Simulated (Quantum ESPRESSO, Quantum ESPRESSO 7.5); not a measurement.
**2H-MoS2: a series in the number of layers**

What law, if any, do the results for 2H-MoS2 follow against the number of layers?

Method: plane-wave DFT, PBE-D3(BJ), GBRV ultrasoft pseudopotentials, in Quantum ESPRESSO 7.5.

### Step 1. Set-up

The cell holds 3 atoms: 2 S and 1 Mo. Cell: a = 3.180 Å, b = 3.180 Å, c = 19.263 Å, α = 90.0°, β = 90.0°, γ = 120.0°. It derives from MoS2. Vacuum lies along c.

Set-up: Free-standing symmetric slabs with 16 Å of vacuum in the starting cell; all atoms relax without a field to tight forces. A sawtooth field of 0.1 V/Å with dipole correction is then applied with the ions held (f1) and with the ions free (r1). Fixed occupations.

Members 3 and 4 took the same steps and show in the table alone.

### Step 2. Relaxing the ions, 1 layers

What the set-up leaves free in this member is relaxed.

m0.relax.in reads:

```
&control
  prefix = 'm0.relax'
  outdir = './out'
  pseudo_dir = './pseudo'
  nstep = 90
  forc_conv_thr = 6e-05
  calculation = 'relax'
  etot_conv_thr = 1e-07
/
&system
  ibrav = 0
  nat = 3
  ntyp = 2
  ecutwfc = 40
  ecutrho = 200
  vdw_corr = 'grimme-d3'
  dftd3_version = 4
  occupations = 'fixed'
/
&electrons
  conv_thr = 1e-10
  mixing_beta = 0.4
  electron_maxstep = 120
/
&ions
/
ATOMIC_SPECIES
  S   32.0600  s_pbe_v1.4.uspp.F.UPF
  Mo  95.9500  mo_pbe_v1.uspp.F.UPF
CELL_PARAMETERS angstrom
  3.18000000000000 0.00000000000000 0.00000000000000
  -1.59000000000000 2.75396078403451 0.00000000000000
  0.00000000000000 0.00000000000000 19.26259773799958
ATOMIC_POSITIONS crystal
  S   0.333333333300 0.666666666700 0.415312623396
  Mo  0.000000000000 0.000000000000 0.500000000000
  S   0.333333333300 0.666666666700 0.584687376604
K_POINTS automatic
  6 6 1 0 0 0
```

On the command line:

```sh
$ OMP_NUM_THREADS=1 mpirun -n 8 pw.x -nk 2 -in m0.relax.in > m0.relax.out
```

The log of the run:

```text
Program PWSCF v.7.5 starts
[citation notice left out]

     Parallel version (MPI & OpenMP), running on       8 processor cores
     Number of MPI processes:                 8
     Threads/MPI process:                     1

     MPI processes distributed on     1 nodes
[...]
Current dimensions of program PWSCF are:
     Max number of different atomic species (ntypx) = 10
     Max number of k-points (npk) =  40000
     Max angular momentum in pseudopotentials (lmaxx) =  4
     Message from routine setup:
     using ibrav=0 with symmetry is DISCOURAGED, use correct ibrav instead

     K-points division:     npool     =       2
     R & G space division:  proc/nbgrp/npool/nimage =       4
     Subspace diagonalization in iterative solution of the eigenvalue problem:
     a serial algorithm will be used

     Parallelization info
     --------------------
     sticks:   dense  smooth     PW     G-vecs:    dense   smooth      PW
     Min         124      99     30                13632     9681    1660
     Max         125     100     31                13659     9688    1683
     Sum         499     397    121                54601    38739    6669

     Using Slab Decomposition

     bravais-lattice index     =            0
     lattice parameter (alat)  =       6.0093  a.u.
     unit-cell volume          =    1138.4038 (a.u.)^3
     number of atoms/cell      =            3
     number of atomic types    =            2
     number of electrons       =        26.00
     number of Kohn-Sham states=           13
     kinetic-energy cutoff     =      40.0000  Ry
     charge density cutoff     =     200.0000  Ry
     scf convergence threshold =      1.0E-10
     mixing beta               =       0.4000
     number of iterations used =            8  plain     mixing
     energy convergence thresh.=      1.0E-07
     force convergence thresh. =      6.0E-05
     Exchange-correlation= SLA  PW   PBE  PBE
                           (   1   4   3   4   0   0   0)
     nstep                     =           90

     celldm(1)=   6.009329  celldm(2)=   0.000000  celldm(3)=   0.000000
     celldm(4)=   0.000000  celldm(5)=   0.000000  celldm(6)=   0.000000

     crystal axes: (cart. coord. in units of alat)
               a(1) = (   1.000000   0.000000   0.000000 )
               a(2) = (  -0.500000   0.866025   0.000000 )
               a(3) = (   0.000000   0.000000   6.057421 )

     reciprocal axes: (cart. coord. in units 2 pi/alat)
               b(1) = (  1.000000  0.577350 -0.000000 )
               b(2) = (  0.000000  1.154701  0.000000 )
               b(3) = (  0.000000 -0.000000  0.165087 )

     PseudoPot. # 1 for S  read from file:
     ./pseudo/s_pbe_v1.4.uspp.F.UPF
     Pseudo is Ultrasoft + core correction, Zval =  6.0
     Generated by new atomic code, or converted to UPF format
     Using radial grid of  907 points,  6 beta functions with:
                l(1) =   0
                l(2) =   0
                l(3) =   1
                l(4) =   1
                l(5) =   2
                l(6) =   2
     Q(r) pseudized with  8 coefficients,  rinner =    1.300   1.300   1.300
                                                       1.300   1.300

     PseudoPot. # 2 for Mo read from file:
     ./pseudo/mo_pbe_v1.uspp.F.UPF
     Pseudo is Ultrasoft + core correction, Zval = 14.0
     Generated by new atomic code, or converted to UPF format
     Using radial grid of  889 points,  6 beta functions with:
                l(1) =   0
                l(2) =   0
                l(3) =   1
                l(4) =   1
                l(5) =   2
                l(6) =   2
     Q(r) pseudized with  6 coefficients,  rinner =    1.000   1.000   1.000
                                                       1.000   1.000

     atomic species   valence    mass     pseudopotential
     S                 6.00    32.06000     S ( 1.00)
     Mo               14.00    95.95000     Mo( 1.00)

     12 Sym. Ops. (no inversion) found

   Cartesian axes

     site n.     atom                  positions (alat units)
         1        S      tau(   1) = (  -0.0000000   0.5773503   2.5157233  )
         2        Mo     tau(   2) = (   0.0000000   0.0000000   3.0287103  )
         3        S      tau(   3) = (  -0.0000000   0.5773503   3.5416974  )

     --------------------------------------------
     DFT-D3 Dispersion Correction (3-body terms):
     --------------------------------------------
       Reference C6 values for interpolation:

         atom   Coordination number   C6
         S          0.000           268.01
         S          0.995           261.99
         S          1.990           251.62
         Mo         0.000          1691.79
         Mo         1.942          1004.01
         Mo        11.056           674.22

       Values used:

         atom   Coordination number  R0_AB[au]  C6      C8
         S          3.605            3.128    251.62  12327.25
         Mo         9.912            3.547    674.22  77634.20
         S          3.605            3.128    251.62  12327.25

         Molecular C6 ( Ry / a.u.^6 ) =      3323.66

     number of k points=     7
                       cart. coord. in units 2pi/alat
        k(    1) = (   0.0000000   0.0000000   0.0000000), wk =   0.0555556
        k(    2) = (   0.0000000   0.1924501   0.0000000), wk =   0.3333333
        k(    3) = (   0.0000000   0.3849002   0.0000000), wk =   0.3333333
        k(    4) = (   0.0000000  -0.5773503   0.0000000), wk =   0.1666667
        k(    5) = (   0.1666667   0.2886751   0.0000000), wk =   0.3333333
        k(    6) = (   0.1666667   0.4811252   0.0000000), wk =   0.6666667
        k(    7) = (   0.3333333   0.5773503   0.0000000), wk =   0.1111111

     Dense  grid:    54601 G-vectors     FFT dimensions: (  27,  27, 180)

     Smooth grid:    38739 G-vectors     FFT dimensions: (  25,  25, 150)

     Estimated max dynamical RAM per process >      32.71 MB

     Estimated total dynamical RAM >     248.32 MB

     Initial potential from superposition of free atoms

     starting charge      25.9989, renormalised to      26.0000

     negative rho (up, down):  2.660E-03 0.000E+00
     Starting wfcs are   21 randomized atomic wfcs

     total cpu time spent up to now is        0.4 secs

     per-process dynamical memory:    39.9 Mb

     Self-consistent Calculation

     iteration #  1     ecut=    40.00 Ry     beta= 0.40
     Davidson diagonalization with overlap
     ethr =  1.00E-02,  avg # of iterations =  2.0

     Threshold (ethr) on eigenvalues was too large:
     Diagonalizing with lowered threshold

[...]
number of bfgs steps    =   1

     energy             old  =    -187.7929938860 Ry
     energy             new  =    -187.7970253173 Ry

     CASE: energy            _new < energy            _old

     new trust radius        =       0.0540028446 bohr
     new conv_thr            =            1.0E-10 Ry

ATOMIC_POSITIONS (crystal)
S                0.3333333333        0.6666666667        0.4181448600
Mo               0.0000000000        0.0000000000        0.5000000000
S                0.3333333333        0.6666666667        0.5818551400

[...]
NEW-OLD atomic charge density approx. for the potential

     negative rho (up, down):  2.743E-03 0.000E+00

     total cpu time spent up to now is       10.5 secs

     per-process dynamical memory:    46.2 Mb

     Self-consistent Calculation

     iteration #  1     ecut=    40.00 Ry     beta= 0.40
     Davidson diagonalization with overlap
     ethr =  1.00E-06,  avg # of iterations =  9.3

     negative rho (up, down):  2.741E-03 0.000E+00

     total cpu time spent up to now is       10.8 secs

     total energy              =    -187.79945698 Ry
     estimated scf accuracy    <       0.00029696 Ry

[...]
iteration # 15     ecut=    40.00 Ry     beta= 0.40
[...]
negative rho (up, down):  2.735E-03 0.000E+00

[...]
End of self-consistent calculation

[...]
highest occupied level (ev):    -0.7655

!    total energy              =    -187.79954182 Ry
     estimated scf accuracy    <          2.8E-11 Ry

     The total energy is the sum of the following terms:
     one-electron contribution =   -1054.25183527 Ry
     hartree contribution      =     527.71614401 Ry
     xc contribution           =     -36.25407297 Ry
     ewald contribution        =     375.05833206 Ry
     DFT-D3 Dispersion         =      -0.06810964 Ry

     convergence has been achieved in  15 iterations

     negative rho (up, down):  2.735E-03 0.000E+00

     Forces acting on atoms (cartesian axes, Ry/au):

     atom    1 type  1   force =    -0.00000000   -0.00000000    0.01357195
     atom    2 type  2   force =     0.00000000    0.00000000    0.00000000
     atom    3 type  1   force =     0.00000000   -0.00000000   -0.01357195

     Total force =     0.019194     Total SCF correction =     0.000013
     Energy error            =      2.5E-03 Ry
     Gradient error          =      1.4E-02 Ry/Bohr

     number of scf cycles    =   3
     number of bfgs steps    =   2

     energy             old  =    -187.7970253173 Ry
     energy             new  =    -187.7995418184 Ry

     CASE: energy            _new < energy            _old

     new trust radius        =       0.0380905534 bohr
     new conv_thr            =            1.0E-10 Ry

ATOMIC_POSITIONS (crystal)
S                0.3333333333        0.6666666667        0.4191912740
Mo               0.0000000000        0.0000000000        0.5000000000
S                0.3333333333        0.6666666667        0.5808087260

[...]
NEW-OLD atomic charge density approx. for the potential

     negative rho (up, down):  2.753E-03 0.000E+00

     total cpu time spent up to now is       13.4 secs

     per-process dynamical memory:    46.2 Mb

[...]
!    total energy              =    -187.80003201 Ry
[...]
Total force =     0.001170     Total SCF correction =     0.000015
[...]
number of bfgs steps    =   3
[...]
energy             new  =    -187.8000320138 Ry
[...]
new trust radius        =       0.0021888675 bohr
[...]
!    total energy              =    -187.80003378 Ry
[...]
Total force =     0.000030     Total SCF correction =     0.000002
[...]
number of bfgs steps    =   4
[...]
energy             new  =    -187.8000337754 Ry
[...]
new trust radius        =       0.0000213053 bohr
[...]
Self-consistent Calculation

     iteration #  1     ecut=    40.00 Ry     beta= 0.40
     Davidson diagonalization with overlap
     ethr =  1.00E-06,  avg # of iterations =  1.0

     Threshold (ethr) on eigenvalues was too large:
     Diagonalizing with lowered threshold

     Davidson diagonalization with overlap
     ethr =  1.75E-12,  avg # of iterations =  5.0

     negative rho (up, down):  2.747E-03 0.000E+00

     total cpu time spent up to now is       18.1 secs

     total energy              =    -187.80003378 Ry
     estimated scf accuracy    <          1.7E-11 Ry

[...]
iteration #  5     ecut=    40.00 Ry     beta= 0.40
[...]
negative rho (up, down):  2.747E-03 0.000E+00

[...]
End of self-consistent calculation

          k = 0.0000 0.0000 0.0000 (  4777 PWs)   bands (ev):

   -61.6674 -35.8036 -35.5936 -35.5936 -14.8850 -13.5618  -6.4000  -3.4102
    -3.4102  -2.5426  -2.2982  -2.2982  -0.7685

          k = 0.0000 0.1925 0.0000 (  4845 PWs)   bands (ev):

   -61.6580 -35.7847 -35.6893 -35.6154 -14.4901 -13.4016  -5.9904  -4.1587
    -3.6972  -3.0031  -2.8460  -1.8516  -1.0579

          k = 0.0000 0.3849 0.0000 (  4842 PWs)   bands (ev):

   -61.6390 -35.8763 -35.7468 -35.6588 -13.5745 -13.0370  -6.0284  -4.9575
    -4.6804  -3.6403  -2.3877  -2.1592  -1.7443

          k = 0.0000-0.5774 0.0000 (  4880 PWs)   bands (ev):

   -61.6296 -35.9679 -35.7278 -35.6803 -13.0122 -12.8244  -6.5542  -5.5605
    -4.8507  -3.9572  -2.6374  -1.7632  -1.4066

          k = 0.1667 0.2887 0.0000 (  4842 PWs)   bands (ev):

   -61.6438 -35.8124 -35.7563 -35.6661 -13.8268 -13.1316  -5.7191  -4.6026
    -4.4568  -3.9660  -2.7569  -1.8115  -1.5655

          k = 0.1667 0.4811 0.0000 (  4888 PWs)   bands (ev):

   -61.6296 -35.9212 -35.7288 -35.7278 -13.0329 -12.8077  -6.0932  -5.6726
    -4.6107  -3.9839  -3.1397  -2.4752  -1.2809

[...]
highest occupied level (ev):    -0.7685

!    total energy              =    -187.80003378 Ry
     estimated scf accuracy    <          1.4E-13 Ry

     The total energy is the sum of the following terms:
     one-electron contribution =   -1059.27541200 Ry
     hartree contribution      =     530.21289045 Ry
     xc contribution           =     -36.28332485 Ry
     ewald contribution        =     377.61422866 Ry
     DFT-D3 Dispersion         =      -0.06841603 Ry

     convergence has been achieved in   5 iterations

     negative rho (up, down):  2.747E-03 0.000E+00

     Forces acting on atoms (cartesian axes, Ry/au):

     atom    1 type  1   force =     0.00000000    0.00000000    0.00001294
     atom    2 type  2   force =     0.00000000    0.00000000    0.00000000
     atom    3 type  1   force =     0.00000000    0.00000000   -0.00001294

     Total force =     0.000018     Total SCF correction =     0.000001
     Energy error            =      7.4E-10 Ry
     Gradient error          =      1.3E-05 Ry/Bohr

     bfgs converged in   6 scf cycles and   5 bfgs steps
     (criteria: energy <  1.0E-07 Ry, force <  6.0E-05 Ry/Bohr)

     End of BFGS Geometry Optimization

     Final energy             =    -187.8000337761 Ry

     File ./out/m0.relax.bfgs deleted, as requested
Begin final coordinates

ATOMIC_POSITIONS (crystal)
S                0.3333333333        0.6666666667        0.4191317273
Mo               0.0000000000        0.0000000000        0.5000000000
S                0.3333333333        0.6666666667        0.5808682727
End final coordinates

[...]
=------------------------------------------------------------------------------=
   JOB DONE.
=------------------------------------------------------------------------------=
[...]
```

Run time: 19 s. Hardware: 8 MPI ranks of Arm Neoverse V2, shared host; peak memory 0.64 GiB.

Step by step:

```csv
step,energy less that of the first step (eV),largest force (eV/Å)
1,0.0000,1.2622
2,-0.0548,0.8437
3,-0.0891,0.3489
4,-0.0958,0.0213
5,-0.0958,0.0005
6,-0.0958,0.0003
```

The atoms that moved most (Å):

```csv
atom,dx,dy,dz,length
S1,0.000,0.000,0.074,0.074
S3,0.000,0.000,-0.074,0.074
```

Final coordinates:

```
CELL_PARAMETERS angstrom
3.18000 0.00000 0.00000
-1.59000 2.75396 0.00000
0.00000 0.00000 19.26260
ATOMIC_POSITIONS crystal
S 0.33333 0.66667 0.41913
Mo 0.00000 0.00000 0.50000
S 0.33333 0.66667 0.58087
```

The relaxation lowers the energy by 32 meV an atom.

Numbers from this step:

| Quantity | Value |
| --- | --- |
| free energy | -2555.1496 eV |
| valence top, on the run's zero | -0.7685 eV |

(Part 1 of 8 ends here.)

[Logs are printed without paths, hosts, clocks, repeated set-up lines and the standing remarks that a program may print on its own settings, such as how far it seeks lower states.]

[Hosts, paths, dates, database ids (printed as entryN), source tags and the programs' standing remarks are cut or masked in the printed files.]

[Maps of the electrostatic potential energy from Ansatz leave out the sawtooth potential of an applied field or a dipole correction, so their vacuum need not be flat; planar profiles and work functions include it.]
